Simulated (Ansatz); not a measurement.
# Si2Ni: the cost of one run

Method: DFT, PBE, plane-wave PAW, default files, scalar-relativistic, in Ansatz 0.2.0.

### Step 1. The system as given

The structure is cubic, space group Fm-3m (No. 225). The conventional cell has a = 5.406 Å, b = 5.406 Å, c = 5.406 Å, α = 90.00°, β = 90.00°, γ = 90.00°. Si (site symmetry -43m) is surrounded by 4 Ni at 2.34 Å. Ni (site symmetry m-3m) has 8 Si at 2.34 Å as nearest neighbours.

Structure file:

```
CELL_PARAMETERS angstrom
0.00000 2.70300 2.70300
2.70300 0.00000 2.70300
2.70300 2.70300 0.00000
ATOMIC_POSITIONS crystal
Si 0.25000 0.25000 0.25000
Si 0.75000 0.75000 0.75000
Ni 0.00000 0.00000 0.00000
```

### Step 2. First run, atoms as given

Contents of input.yaml:

```yaml
crystal:
  lattice:
    - [0.0, 2.703, 2.703]
    - [2.703, 0.0, 2.703]
    - [2.703, 2.703, 0.0]
  atoms:
    - { symbol: Si, position: [0.25, 0.25, 0.25] }
    - { symbol: Si, position: [0.75, 0.75, 0.75] }
    - { symbol: Ni, position: [0.0, 0.0, 0.0], spin: 1.5 }
magnetization:
  spin_polarized: true
kpoints:
  mp_grid: { grid: [14, 14, 14] }
scf:
  occupations: { method: fermi_dirac, width: 0.02 }
hamiltonian:
  xc: pbe
  pseudopotentials: { kind: paw }
output:
  forces: true
  stress: true
  populations: true
  efg: { quadrupole_moments_barn: { Ni: 0.162 }, contact_densities: true }
```

The run is started by

```sh
> ansatz run input.yaml --threads 1 --pin off --max-ram 3072MiB --backend cpu --events-out ev --progress --plain --runs-dir out
```

**Question.** How long does this run take on 1 thread of Arm Neoverse V1, shared host, and how much memory does it need?

About 17 s, with a peak of 0.46 GiB.
